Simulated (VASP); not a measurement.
## HfO2: relaxation of cell and atoms with PBE

HfO2:

```
Hf O
1.0
     0.00000    2.55750    2.55750
     2.55750    0.00000    2.55750
     2.55750    2.55750    0.00000
Hf O
1 2
Cartesian
  0.0000 0.0000 0.0000
  1.2788 1.2788 1.2788
  3.8363 3.8363 3.8363
```

Measurements of this composition are mostly on another form, of space group No. 14.

```
Program                : VASP 6.6.1
Task                   : relaxation of cell and atoms
Functional             : PBE
Potentials or basis    : VASP PAW PBE potentials, release 64 (Hf_pv, O)
Cutoff                 : 600 eV
k mesh                 : 8 × 8 × 8
Occupations            : fermi-dirac, width 0.02 eV
Spin                   : no spin polarisation
Dipole correction      : no
Further INCAR settings : ALGO = Fast; EDIFF = 1e-06; IBRION = 2; EDIFFG = -0.005; NSW = 80; ISIF = 3
```

The relaxed volume is 10.87 Å³/atom, the relaxed cell is a = 3.586 Å, b = 3.586 Å, c = 3.586 Å, α = 60.00°, β = 60.00°, γ = 60.00° and the space group after relaxing (to 0.05 Å) is Fm-3m (No. 225). The energy gained by relaxing is 5.7 meV/atom, the ionic steps are 3 and the pressure after relaxing is 0.0 GPa. The band gap on the k mesh is 3.80 eV, direct.

Step by step:
```csv
step,energy change (eV),largest force (eV/Å),pressure (GPa),volume (Å³)
1,0.0000,0.0000,-6.18,33.46
2,0.0183,0.0000,9.96,31.42
3,-0.0172,0.0000,-0.04,32.60
```

Final structure:
```
Hf O
1.0
     0.00000    2.53550    2.53550
     2.53550    0.00000    2.53550
     2.53550    2.53550    0.00000
Hf O
1 2
Cartesian
  0.0000 0.0000 0.0000
  1.2677 1.2677 1.2677
  3.8032 3.8032 3.8032
```

Levels at points of the mesh, in eV from the valence-band top:
```
           k point  band 7  band 8  band 9  band 10  band 11  band 12  band 13  band 14  band 15
(0.00, 0.00, 0.00)   -5.34   -5.34   -0.61    -0.61    -0.61     3.88     3.88     5.83    10.41
(0.50, 0.00, 0.00)   -4.30   -3.04   -2.73    -1.83    -1.83     4.61     4.61     6.98     9.07
(0.50, 0.50, 0.00)   -3.46   -3.46   -1.53    -1.53     0.00     3.80     5.50     6.63     8.16
```

Run time: 27 s on 1 thread of Intel(R) Xeon(R) 6975P-C (Granite Rapids), on a shared host, peak memory 0.18 GiB.

Caveat: spin-orbit coupling is left out, which moves the levels of the heavy elements. A hybrid or GW would open this gap; PBE tends to underestimate it.
